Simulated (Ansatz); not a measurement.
In doubt: masses and optical values from hybrid runs of this build are listed as unsure, which bears on the screening that GW takes from such a start.

Rows from a G0W0 calculation on InGa2As3 (zincblende [001] superlattice) (Ansatz 0.2.0; G0W0 on HSE06, plane waves, PAW; PAW set soft_1; 4×4×2 mesh, 716 empty bands, screening to 105 eV, PAW set soft_1 files), in eV. Spin-orbit coupling is left out.

| row | Σx | Σc | Vxc | Z |
| --- | --- | --- | --- | --- |
| A | -16.62 | 1.11 | -15.37 | 0.78 |
| B | -7.37 | -3.64 | -10.91 | 0.79 |
| C | -16.14 | 0.74 | -15.27 | 0.78 |
| D | -16.62 | 1.11 | -15.36 | 0.78 |
| E | -11.38 | -3.34 | -14.84 | 0.79 |
| F | -6.61 | -3.64 | -10.10 | 0.79 |

Q: Which rows are filled states and which are empty ones, and how can one tell?

Filled: A, C and D. Empty: B, E and F. The sign of Σc tells: for a filled state bare exchange, which holds its interaction with itself, lies below Vxc (Σx − Vxc is -0.9 eV or lower here) and screening gives part back as a positive Σc. For an empty state Σx lies above Vxc (+3.5 eV or more) and the Coulomb hole leaves Σc negative.

[Runs of the session that timed out or met a known fault of the program may be left out.]

[Cells called generated may have been cut or substituted from an entry of the Crystallography Open Database or the Materials Project.]

[Hosts, paths, dates, database ids (printed as entryN), source tags and the programs' standing remarks are cut or masked in the printed files.]
